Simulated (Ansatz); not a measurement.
Geometry optimisation, Ansatz 0.2.0, RKS r2SCAN-D4/def2-SVP.

Input file:

```yaml
crystal:
  periodic: [false, false, false]
  atoms:
    - { symbol: "N", position_ang: [-0.84865, 0.96668, -0.31082] }
    - { symbol: C, position_ang: [-0.23405, -0.17996, -0.30245] }
    - { symbol: "N", position_ang: [1.05667, -0.10172, 0.36382] }
    - { symbol: O, position_ang: [-0.56102, -1.29232, -0.765] }
    - { symbol: H, position_ang: [-1.72093, 0.88359, -0.84227] }
    - { symbol: H, position_ang: [1.6498, -0.85668, 0.04053] }
    - { symbol: H, position_ang: [1.48617, 0.79987, 0.1864] }
total_charge: -1
basis:
  gaussian: { orbitals: def2-SVP }
hamiltonian:
  xc: r2scan
  dispersion: d4
relax:
  f_tol: 0.015
  max_steps: 40
```

Launched with:

```bash
$ ansatz run input.yaml --threads 1 --pin off --max-ram 2048MiB --backend cpu --events-out ev --progress --plain --runs-dir out
```

Task: Where does it end, and by what steps?

Result: The run converged. Limits of this set-up: an anion without diffuse functions, the dipole of an ion depends on the origin. After 6 steps the energy has fallen by 0.069 eV; H6 moved furthest, 0.10 Å.

```tsv
step	energy less start (eV)	largest force component (eV/Å)	accepted
0	0.0000	1.696	yes
1	-0.0382	0.659	yes
2	-0.0609	0.279	yes
3	-0.0630	0.348	yes
4	-0.0681	0.120	yes
5	-0.0688	0.039	yes
6	-0.0690	0.010	yes
```

```xyz
7
Properties=species:S:1:pos:R:3
N -0.810 1.021 -0.378
C -0.230 -0.168 -0.308
N 1.055 -0.131 0.384
O -0.596 -1.303 -0.710
H -1.713 0.831 -0.833
H 1.659 -0.826 -0.055
H 1.463 0.797 0.270
```

Time of the run: 24 s on 1 thread of Arm Neoverse V1, with other jobs on the host, peak memory 0.13 GiB.
